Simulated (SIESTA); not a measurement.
Crystal: BN.

```
N B
1.0
     2.55394    0.00000    0.00000
    -1.27697    2.21178    0.00000
     0.00000    0.00000    4.22685
N B
2 2
Direct
  0.33333 0.66667 0.12528
  0.66667 0.33333 0.62528
  0.33333 0.66667 0.49972
  0.66667 0.33333 0.99972
```

Measurements of this composition are mostly on another form, of space group No. 194.

Program: SIESTA 5.4.2. Alike in all runs: no spin polarisation; cell as given; k mesh 12 × 12 × 6; smearing fermi-dirac 0.05 eV; grid cutoff 800 Ry; energy shift 0.003 Ry.

Q: Order these runs on this cell by their band gap on the k mesh, lowest first.
A. level BLYP; potentials or basis PseudoDojo 0.4 standard (PBE files), DZP (energy shift 0.003 Ry)
B. level AM05; potentials or basis PseudoDojo 0.4 standard (PBEsol files), DZP (energy shift 0.003 Ry)
C. level PBE; potentials or basis PseudoDojo 0.4 standard (PBE files), DZP (energy shift 0.003 Ry); broadening (eV) 0.2 eV; window to (eV) 30 eV; optical mesh offset true

A: B (5.12 eV), C (5.33 eV), A (5.64 eV).

Caveats: the basis of atomic orbitals isn't converged, which shifts pressures, moduli and gaps; the basis holds too few empty states to meet the f-sum rule, so the spectrum is short of weight at high energy (some runs).

A k mesh can miss the band edges.

Not every run made on this cell is shown here.
